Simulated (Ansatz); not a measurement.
Stoichiometric slabs of MoP (P-6m2 (No. 187)), cut along different planes. They are 10 to 11 Å thick, cut from the relaxed bulk and then relaxed; γ is the mean of both faces, φ the top face's.

```cif
data_structure
_symmetry_space_group_name_H-M 'P-6m2'
_symmetry_Int_Tables_number 187
_cell_length_a 3.2062
_cell_length_b 3.2062
_cell_length_c 3.1741
_cell_angle_alpha 90.000
_cell_angle_beta 90.000
_cell_angle_gamma 120.000
_cell_volume 28.26
loop_
_atom_site_label
_atom_site_type_symbol
_atom_site_symmetry_multiplicity
_atom_site_Wyckoff_symbol
_atom_site_fract_x
_atom_site_fract_y
_atom_site_fract_z
_atom_site_occupancy
Mo1 Mo 1 a 0.00000 0.00000 0.00000 1
P1 P 1 d 0.33333 0.66667 0.50000 1
```

Level of theory: Ansatz 0.2.0, DFT PBEsol, scalar-relativistic, plane waves, PAW. Cutoff 420 eV, k spacing 0.19 to 0.25 Å⁻¹, dipole correction; spin where the bulk is magnetic.

```csv
slab,cell (Å²),γ as cut (J/m²),γ relaxed (J/m²),φ (eV),bulk gap (eV)
"(201), MoP/MoP",22.2,2.72,2.43,4.57,0.0
"(110), MoP/MoP",17.6,3.00,2.74,4.63,0.0
```

Question: Estimate γ for (001), Mo/P (cell 8.9 Å², bulk gap 0.0 eV).

Answer: 3.33 J/m² as cut and 3.12 J/m² relaxed, the highest of the 3.

Question: Which of these faces must appear on a crystal's equilibrium shape?

Answer: By Wulff's rule each face lies at a distance from the centre in proportion to its γ, so the lowest, (201), MoP/MoP at 2.43 J/m², lies nearest and is sure to appear among those computed; areas also depend on angles and on how many equivalent faces there are.

Where a slab's two faces differ, γ is their mean, each face has its own, which moves with the chemical potentials, and such polar cuts usually reconstruct, which these small cells can't show; the order above holds for the means.